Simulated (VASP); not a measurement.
# PtSe2 (P4_2/mnm) in VASP: further runs, part 2 of 2

VASP 6.6.1. Earlier steps stand in the parts before.

**3. Electric field gradients, PBE**

The input, INCAR:

```
ALGO = Fast
EDIFF = 1E-8
ENCUT = 520
GGA = PE
ISIF = 2
ISMEAR = -1
LASPH = True
LCHARG = False
LEFG = True
LREAL = False
LWAVE = False
NBANDS = 31
NELM = 100
PREC = Accurate
SIGMA = 0.05
```

The input, KPOINTS:

```
k-points
0
Gamma
  5 5 8
```

The input, POSCAR:

```
PtSe2
1.0
    5.7812847138      0.0000000000      0.0000000000
    0.0000000000      5.7812847138      0.0000000000
    0.0000000000      0.0000000000      4.0239650174
Pt Se
2 4
Direct
    0.0000000000      0.0000000000      0.0000000000
    0.5000000000      0.5000000000      0.5000000000
    0.3103489427      0.3103489427      0.0000000000
    0.6896510573      0.6896510573      0.0000000000
    0.8103489427      0.1896510573      0.5000000000
    0.1896510573      0.8103489427      0.5000000000
```

Potentials or basis: VASP PAW PBE potentials, release 64 (Pt, Se).

The run is started by

```bash
$ cat potpaw_PBE.64/Pt/POTCAR potpaw_PBE.64/Se/POTCAR > POTCAR
$ mpirun -np 1 vasp_std > vasp.out
```

OUTCAR:

```text
EDIFF = 1E-8
   ENCUT = 520
   GGA = PE
   ISIF = 2
   ISMEAR = -1
   LASPH = True
   LREAL = False
   NELM = 100
   PREC = Accurate

 ion  position               nearest neighbor table
   1  0.000  0.000  0.000-   3 2.54   4 2.54   5 2.54   6 2.54   5 2.54   6 2.54
   2  0.500  0.500  0.500-   5 2.54   6 2.54   3 2.54   4 2.54   3 2.54   4 2.54
   3  0.310  0.310  0.000-   1 2.54   2 2.54   2 2.54
   4  0.690  0.690  0.000-   1 2.54   2 2.54   2 2.54
   5  0.810  0.190  0.500-   2 2.54   1 2.54   1 2.54
   6  0.190  0.810  0.500-   2 2.54   1 2.54   1 2.54

  LATTYP: Found a simple tetragonal cell.
 ALAT       =     5.7812847138
 C/A-ratio  =     0.6960330128

  Lattice vectors:

 A1 = (   5.7812847138,   0.0000000000,   0.0000000000)
 A2 = (   0.0000000000,   5.7812847138,   0.0000000000)
 A3 = (   0.0000000000,   0.0000000000,   4.0239650174)

Analysis of symmetry for initial positions (statically):
=====================================================================
 Subroutine PRICEL returns:
 Original cell was already a primitive cell.

 Routine SETGRP: Setting up the symmetry group for a
 simple tetragonal supercell.

 Subroutine GETGRP returns: Found 16 space group operations
 (whereof  8 operations were pure point group operations)
 out of a pool of 16 trial point group operations.

The static configuration has the point symmetry D_2h.
 The point group associated with its full space group is D_4h.

Analysis of symmetry for dynamics (positions and initial velocities):
=====================================================================
 Subroutine PRICEL returns:
 Original cell was already a primitive cell.

 Routine SETGRP: Setting up the symmetry group for a
 simple tetragonal supercell.

 Subroutine GETGRP returns: Found 16 space group operations
 (whereof  8 operations were pure point group operations)
 out of a pool of 16 trial point group operations.

The dynamic configuration has the point symmetry D_2h.
 The point group associated with its full space group is D_4h.

 Subroutine INISYM returns: Found 16 space group operations
 (whereof  8 operations are pure point group operations),
 and found     1 'primitive' translations

----------------------------------------------------------------------------------------

                                     Primitive cell

  volume of cell :     134.4940

  direct lattice vectors                    reciprocal lattice vectors
     5.781284714  0.000000000  0.000000000     0.172971934  0.000000000  0.000000000
     0.000000000  5.781284714  0.000000000     0.000000000  0.172971934  0.000000000
     0.000000000  0.000000000  4.023965017     0.000000000  0.000000000  0.248511107

  length of vectors
     5.781284714  5.781284714  4.023965017     0.172971934  0.172971934  0.248511107

  position of ions in fractional coordinates (direct lattice)
     0.000000000  0.000000000  0.000000000
[... 109 lines left out ...]
  Thomas-Fermi vector in A             =   2.264729
   LORBIT       =      0    0 simple, 1 ext, 2 COOP (PROOUT), +10 PAW based schemes
   GGA     = PE    functional components
   LHFCALC =     F    Hartree Fock is set to
   AEXX    =    0.0000 exact exchange contribution
   IVDW    =     0    specifies the selected vdW correction
   LEPSILON=     F    determine dielectric tensor
   LRPA    =     F    only Hartree local field effects (RPA)
 non-spin polarized calculation
 RMM-DIIS sequential band-by-band and
  energy-cutoff  :      520.00
  volume of cell :      134.49
 maximum number of plane-waves:      3646
 NGX is ok and might be reduce to    48
   NGX = 21   NGY = 21   NGZ = 15

 number of electron      43.9999998 magnetization

 Free energy of the ion-electron system (eV)
  ---------------------------------------------------
  ext. energy  EPLUGINS =         0.00000000
  ---------------------------------------------------
  free energy    TOTEN  =       -26.63368398 eV

  energy without entropy =      -26.58004795  energy(sigma->0) =      -26.60686596

 E-fermi :   4.6958     XC(G=0): -10.1332

 val. band max:        4.6835932938   @ k =   0.4000   0.4000   0.2500
 cond. band min:       4.7129247916   @ k =   0.2000   0.2000   0.1250
 fundamental gap:      0.0293314979
 Fermi energy:         4.6958392385

 k-point     1 :       0.0000    0.0000    0.0000
  band No.  band energies     occupation
      1      -9.8525      2.00000
      2      -8.3321      2.00000
      3      -7.8029      2.00000
      4      -7.8029      2.00000
      5      -2.5776      2.00000
      6      -1.6263      2.00000
[... 805 lines left out ...]
     30      11.2921      0.00000
     31      12.8958      0.00000

 [... further k-points ...]

------------------------ aborting loop because EDIFF is reached ----------------------------------------

  FORCE on cell =-STRESS in cart. coord.  units (eV):
  Direction    XX          YY          ZZ          XY          YZ          ZX
  --------------------------------------------------------------------------------------
  -------------------------------------------------------------------------------------
  Total       -0.0271678     -0.0271678     -0.0402039      0.0000000      0.0000000      0.0000000
  in kB       -0.3236401     -0.3236401     -0.4789345      0.0000000      0.0000000      0.0000000
  external PRESSURE =      -0.3754049 kB  Pullay stress =       0.0000000 kB

 VOLUME and BASIS-vectors are now :
 -----------------------------------------------------------------------------
  energy-cutoff  :      520.00
  volume of cell :      134.49
      direct lattice vectors                 reciprocal lattice vectors
     5.781284714  0.000000000  0.000000000     0.172971934  0.000000000  0.000000000
     0.000000000  5.781284714  0.000000000     0.000000000  0.172971934  0.000000000
     0.000000000  0.000000000  4.023965017     0.000000000  0.000000000  0.248511107

 POSITION                                       TOTAL-FORCE (eV/Angst)
 -----------------------------------------------------------------------------------
      0.00000      0.00000      0.00000         0.000000      0.000000     -0.000000
      2.89064      2.89064      2.01198         0.000000      0.000000     -0.000000
      1.79422      1.79422      0.00000         0.000588      0.000588     -0.000000
      3.98707      3.98707      0.00000        -0.000588     -0.000588      0.000000
      4.68486      1.09643      2.01198         0.000588     -0.000588     -0.000000
      1.09643      4.68486      2.01198        -0.000588      0.000588     -0.000000
 -----------------------------------------------------------------------------------
    total drift:                                0.000000     -0.000000      0.000000

  FREE ENERGIE OF THE ION-ELECTRON SYSTEM (eV)
  ---------------------------------------------------
  free  energy   TOTEN  =       -26.6336839757 eV

  energy  without entropy=      -26.5800479458  energy(sigma->0) =      -26.60686596

 Electric field gradients (V/A^2)
---------------------------------------------------------------------
 ion       V_xx      V_yy      V_zz      V_xy      V_xz      V_yz
---------------------------------------------------------------------
   1      49.941    49.941   -99.883   -20.146     0.000     0.000
   2      49.941    49.941   -99.883    20.146     0.000     0.000
   3     -67.842   -67.842   135.683   299.819     0.000    -0.000
   4     -67.842   -67.842   135.683   299.819    -0.000    -0.000
   5     -67.842   -67.842   135.683  -299.819    -0.000    -0.000
   6     -67.842   -67.842   135.683  -299.819    -0.000     0.000
---------------------------------------------------------------------

 Electric field gradients after diagonalization (V/A^2)
 (convention: |V_zz| > |V_xx| > |V_yy|)
----------------------------------------------------------------------
 ion       V_xx      V_yy      V_zz     asymmetry (V_yy - V_xx)/ V_zz
----------------------------------------------------------------------
   1      70.087    29.796   -99.883       0.403
   2      70.087    29.796   -99.883       0.403
   3     231.977   135.683  -367.660       0.262
   4     231.977   135.683  -367.660       0.262
   5     231.977   135.683  -367.660       0.262
   6     231.977   135.683  -367.660       0.262
----------------------------------------------------------------------

           NMR quadrupolar parameters

 Cq : quadrupolar parameter    Cq=e*Q*V_zz/h
 eta: asymmetry parameters     (V_yy - V_xx)/ V_zz
 Q  : nuclear electric quadrupole moment in mb (millibarn)
----------------------------------------------------------------------
 ion       Cq(MHz)       eta       Q (mb)
----------------------------------------------------------------------
   1      -0.242       0.403       1.000
   2      -0.242       0.403       1.000
   3      -0.889       0.262       1.000
   4      -0.889       0.262       1.000
   5      -0.889       0.262       1.000
   6      -0.889       0.262       1.000
----------------------------------------------------------------------
```

Wall time 1.8 min (1 thread of AMD EPYC 9R45 (Zen 5), shared host); peak memory 0.28 GiB.

Results:

| Quantity | Value |
| --- | --- |
| Free energy | -26.6337 eV |
| Pressure | 0.0 GPa |
| Band gap on the k mesh | none (metal or under the smearing width) |

Electric field gradients, principal values (V/Å²):
| atom | Vxx | Vyy | Vzz |
| --- | --- | --- | --- |
| 1 Pt | 29.796 | 70.087 | -99.883 |
| 2 Pt | 29.796 | 70.087 | -99.883 |
| 3 Se | 135.683 | 231.977 | -367.660 |
| 4 Se | 135.683 | 231.977 | -367.660 |
| 5 Se | 135.683 | 231.977 | -367.660 |
| 6 Se | 135.683 | 231.977 | -367.660 |

Spin-orbit coupling is left out, which matters for the levels of Pt.
